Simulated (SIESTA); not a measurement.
The system is Ti.

```
Ti
1.0
     2.95000    0.00000    0.00000
    -1.47500    2.55477    0.00000
     0.00000    0.00000    4.68000
Ti
2
Cartesian
  1.4750 0.8516 3.5100
  0.0000 1.7032 1.1700
```

```yaml
Program: SIESTA 5.4.2
Task: single point
Functional: PBEsol
Potentials_or_basis: PseudoDojo 0.4 standard (PBEsol files)
Basis: DZP (energy shift 0.003 Ry; two zetas on semicore shells)
Grid_cutoff: 800 Ry
Energy_shift: 0.003 Ry
k_mesh: 10 × 10 × 6
Occupations: fermi-dirac, width 0.05 eV
Spin: no spin polarisation
```

On this cell: pressure -5.5 GPa; largest force under 0.003 eV/Å; band gap on the k mesh none (metal or under the smearing width).

The same run follows on a disturbed copy (atoms moved at random, drawn with an rms of 0.05 Å):

```
Ti
1.0
     2.95000    0.00000    0.00000
    -1.47500    2.55477    0.00000
     0.00000    0.00000    4.68000
Ti
2
Direct
  0.68616 0.32688 0.74849
  0.33797 0.67291 0.24873
```

**Question.** What does the disturbed cell give?

**Answer.** The energy (extrapolated to zero smearing) moves by +2.0 meV/atom; pressure -5.5 GPa; largest force 0.107 eV/Å; band gap on the k mesh none (metal or under the smearing width).

Forces in eV/Å, atoms in the order of the input:
```
Ti  -0.096  0.048  0.004
Ti   0.095 -0.048 -0.004
```

Stress tensor (GPa, compression positive):
```
-5.97  0.75 -0.01
 0.75 -5.22  0.00
-0.01  0.00 -5.41
```

Caveats: the basis of atomic orbitals isn't converged, which shifts pressures, moduli and gaps.
